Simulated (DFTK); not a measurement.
## Rh: changing the functional

```yaml
crystal:
  lattice:
    - [0.00000, 1.89785, 1.89785]
    - [1.89785, 0.00000, 1.89785]
    - [1.89785, 1.89785, 0.00000]
  atoms:
    - { symbol: Rh, position: [0.00000, 0.00000, 0.00000] }
```

Kept alike: task single point; k mesh 12 × 12 × 12; occupations fermi-dirac, width 0.05 eV; no spin polarisation. Program: DFTK, SG15 1.2 (PBE), cutoff 1225 eV. The mesh is that of the run's cell of 1 atom. No spin-orbit coupling.

```csv
functional,pressure (GPa)
LDA,-11.33
PBEsol,-4.05
r2SCAN,-1.10
```

Pressure is positive in compression; the values hold the error of the finite cutoff, so their zero can differ a little from the energy's minimum. For a metal such a mesh leaves the last digits unconverged. All rows use potentials made for PBE.

**Question.** What does the functional change here?

**Answer.** The pressure runs from -11.33 (LDA) to -1.10 GPa (r2SCAN). A positive pressure means that the functional's own cell is larger than the one given, a negative one that it is smaller.

At this fixed cell LDA pulls inward most strongly, PBEsol much less, and r2SCAN comes close to mechanical balance. The order follows the familiar overbinding of LDA, which favours the more uniform density of a compressed crystal. Gradient corrections lower the energy of inhomogeneous densities, and since inhomogeneity grows as the atoms move apart, they add an outward push. PBEsol keeps this correction mild, so it removes only part of the LDA contraction. r2SCAN also uses the kinetic-energy density to tell bonding regions apart, which probably accounts for its further shift.

Rhodium is a stiff metal because its partly filled 4d band provides strong cohesion, with mostly bonding states occupied. Even the LDA pressure therefore corresponds to only a small change in lattice constant, and the spread should not be read as a large structural disagreement. A single volume gives no compressibility for each functional, so the pressures rank the preferred cell sizes without fixing the equilibrium lattice constants.
